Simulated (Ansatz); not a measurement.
LiNbO3 built on the LiNbO3 prototype: a relaxation of cell and atoms in Ansatz (PBE). It starts from a guessed cell.

```yaml
crystal:
  lattice:
    - [2.5973073, 1.4995560688, 4.6724046667]
    - [-2.5973073, 1.4995560688, 4.6724046667]
    - [0.0, -2.9991121376, 4.6724046667]
  atoms:
    - { symbol: Li, position: [0.783, 0.783, 0.783] }
    - { symbol: Li, position: [0.283, 0.283, 0.283] }
    - { symbol: Nb, position: [0.5, 0.5, 0.5] }
    - { symbol: Nb, position: [1.0, 1.0, 0.0] }
    - { symbol: O, position: [0.611, 0.219, 0.859] }
    - { symbol: O, position: [0.859, 0.611, 0.219] }
    - { symbol: O, position: [0.111, 0.359, 0.719] }
    - { symbol: O, position: [0.219, 0.859, 0.611] }
    - { symbol: O, position: [0.719, 0.111, 0.359] }
    - { symbol: O, position: [0.359, 0.719, 0.111] }
kpoints:
  mp_grid: { grid: [6, 6, 6] }
hamiltonian:
  xc: pbe
scf:
  occupations: { method: fermi_dirac, width: 0.02 }
relax:
  f_tol: 0.005
  cell: {}
```

The trajectory has 6 recorded frames, each with positions in Å and forces in eV/Å. The last, and any step after a large change of cell, is solved on a basis re-selected at its cell; pressure is positive in compression.

Step 1: energy 0.0 meV/atom from step 1, largest force component 0.193 eV/Å, pressure -1.28 GPa
```xyz
10
Lattice="2.5973 1.4996 4.6724 -2.5973 1.4996 4.6724 0.0000 -2.9991 4.6724" Properties=species:S:1:pos:R:3:forces:R:3 pbc="T T T"
Li    0.0000    0.0000   10.9755    0.0000    0.0000   -0.0289
Li    0.0000    0.0000    3.9669    0.0000    0.0000   -0.0289
Nb    0.0000    0.0000    7.0086    0.0000    0.0000    0.1696
Nb    0.0000    2.9991    9.3448    0.0000    0.0000    0.1696
O     1.0181   -1.3316    7.8917   -0.1191    0.1546   -0.0469
O     0.6441    1.5475    7.8917   -0.0743   -0.1805   -0.0469
O    -0.6441   -1.4516    5.5555    0.0743   -0.1805   -0.0469
O    -1.6623   -0.2159    7.8917    0.1934    0.0259   -0.0469
O     1.5792    0.1679    5.5555    0.1191    0.1546   -0.0469
O    -0.9350    1.2836    5.5555   -0.1934    0.0259   -0.0469
```

Step 2: energy -0.7 meV/atom from step 1, largest force component 0.101 eV/Å, pressure +0.06 GPa
```xyz
10
Lattice="2.5948 1.4981 4.6646 -2.5948 1.4981 4.6646 0.0000 -2.9962 4.6646" Properties=species:S:1:pos:R:3:forces:R:3 pbc="T T T"
Li    0.0000    0.0000   10.9553    0.0000    0.0000   -0.0371
Li    0.0000    0.0000    3.9584    0.0000    0.0000   -0.0371
Nb    0.0000    0.0000    6.9942    0.0000    0.0000    0.1005
Nb    0.0000    2.9962    9.3265    0.0000    0.0000    0.1005
O     1.0127   -1.3247    7.8800   -0.0248    0.0205   -0.0211
O     0.6409    1.5394    7.8800   -0.0053   -0.0317   -0.0211
O    -0.6409   -1.4568    5.5477    0.0053   -0.0317   -0.0211
O    -1.6536   -0.2147    7.8800    0.0301    0.0113   -0.0211
O     1.5821    0.1734    5.5477    0.0248    0.0205   -0.0211
O    -0.9412    1.2834    5.5477   -0.0301    0.0113   -0.0211
```

Step 3: energy -0.7 meV/atom from step 1, largest force component 0.065 eV/Å, pressure +0.13 GPa
```xyz
10
Lattice="2.5941 1.4977 4.6703 -2.5941 1.4977 4.6703 0.0000 -2.9955 4.6703" Properties=species:S:1:pos:R:3:forces:R:3 pbc="T T T"
Li    0.0000    0.0000   10.9634    0.0000    0.0000   -0.0223
Li    0.0000    0.0000    3.9580    0.0000    0.0000   -0.0223
Nb    0.0000    0.0000    7.0055    0.0000    0.0000    0.0652
Nb    0.0000    2.9955    9.3407    0.0000    0.0000    0.0652
O     1.0132   -1.3228    7.8905   -0.0242    0.0015   -0.0143
O     0.6390    1.5389    7.8905    0.0108   -0.0217   -0.0143
O    -0.6390   -1.4566    5.5553   -0.0108   -0.0217   -0.0143
O    -1.6522   -0.2160    7.8905    0.0134    0.0202   -0.0143
O     1.5810    0.1749    5.5553    0.0242    0.0015   -0.0143
O    -0.9419    1.2817    5.5553   -0.0134    0.0202   -0.0143
```

Step 4: energy -0.7 meV/atom from step 1, largest force component 0.016 eV/Å, pressure +0.02 GPa
```xyz
10
Lattice="2.5959 1.4987 4.6718 -2.5959 1.4987 4.6718 0.0000 -2.9974 4.6718" Properties=species:S:1:pos:R:3:forces:R:3 pbc="T T T"
Li    0.0000    0.0000   10.9577    0.0000    0.0000   -0.0042
Li    0.0000    0.0000    3.9501    0.0000    0.0000   -0.0042
Nb    0.0000    0.0000    7.0125    0.0000    0.0000    0.0162
Nb    0.0000    2.9974    9.3484    0.0000    0.0000    0.0162
O     1.0125   -1.3229    7.8944   -0.0065   -0.0091   -0.0040
O     0.6394    1.5383    7.8944    0.0112   -0.0011   -0.0040
O    -0.6394   -1.4591    5.5585   -0.0112   -0.0011   -0.0040
O    -1.6519   -0.2154    7.8944   -0.0047    0.0102   -0.0040
O     1.5833    0.1758    5.5585    0.0065   -0.0091   -0.0040
O    -0.9439    1.2833    5.5585    0.0047    0.0102   -0.0040
```

Step 5: energy -0.8 meV/atom from step 1, largest force component 0.004 eV/Å, pressure +0.02 GPa
```xyz
10
Lattice="2.5951 1.4983 4.6718 -2.5951 1.4983 4.6718 0.0000 -2.9966 4.6718" Properties=species:S:1:pos:R:3:forces:R:3 pbc="T T T"
Li    0.0000    0.0000   10.9548    0.0000    0.0000    0.0024
Li    0.0000    0.0000    3.9471    0.0000    0.0000    0.0024
Nb    0.0000    0.0000    7.0145    0.0000    0.0000    0.0014
Nb    0.0000    2.9966    9.3504    0.0000    0.0000    0.0014
O     1.0111   -1.3245    7.8948   -0.0033   -0.0019   -0.0013
O     0.6415    1.5379    7.8948    0.0033   -0.0019   -0.0013
O    -0.6415   -1.4587    5.5589   -0.0033   -0.0019   -0.0013
O    -1.6526   -0.2134    7.8948    0.0000    0.0038   -0.0013
O     1.5840    0.1738    5.5589    0.0033   -0.0019   -0.0013
O    -0.9426    1.2849    5.5589    0.0000    0.0038   -0.0013
```

Step 6: energy -0.7 meV/atom from step 1, largest force component 0.004 eV/Å, pressure 0.00 GPa
```xyz
10
Lattice="2.5951 1.4983 4.6718 -2.5951 1.4983 4.6718 0.0000 -2.9966 4.6718" Properties=species:S:1:pos:R:3:forces:R:3 pbc="T T T"
Li    0.0000    0.0000   10.9548    0.0000    0.0000    0.0024
Li    0.0000    0.0000    3.9471    0.0000    0.0000    0.0024
Nb    0.0000    0.0000    7.0145    0.0000    0.0000    0.0014
Nb    0.0000    2.9966    9.3504    0.0000    0.0000    0.0014
O     1.0111   -1.3245    7.8948   -0.0034   -0.0019   -0.0013
O     0.6415    1.5379    7.8948    0.0033   -0.0020   -0.0013
O    -0.6415   -1.4587    5.5589   -0.0033   -0.0020   -0.0013
O    -1.6526   -0.2134    7.8948    0.0000    0.0039   -0.0013
O     1.5840    0.1738    5.5589    0.0034   -0.0019   -0.0013
O    -0.9426    1.2849    5.5589    0.0000    0.0039   -0.0013
```

In 5 steps the volume changed by -0.2 %; between the first SCF and the last, each on a basis chosen for its cell, the energy fell by 0.7 meV an atom. Final cell: it is trigonal, R3c (No. 161); a = 5.190 Å, c = 14.015 Å in the conventional setting, 10.90 Å³ an atom. Around Li lie 6 O at 2.08–2.27 Å; around Nb lie 6 O at 1.88–2.16 Å; around O lie 2 Nb at 1.88–2.16 Å and 2 Li at 2.08–2.27 Å.

Command: `ansatz run input.yaml --threads 2 --pin off --max-ram 20275MiB --backend cpu --events-out ev --progress --plain --runs-dir out`. Wall time 24 s on 2 threads of AMD EPYC 7R13 Processor (Zen 3) (shared host), load about 4.2 per core; peak host memory 0.65 GiB.

The cell comes from a prototype generator: it can be a known phase or a hypothetical one. Spin polarisation is off.
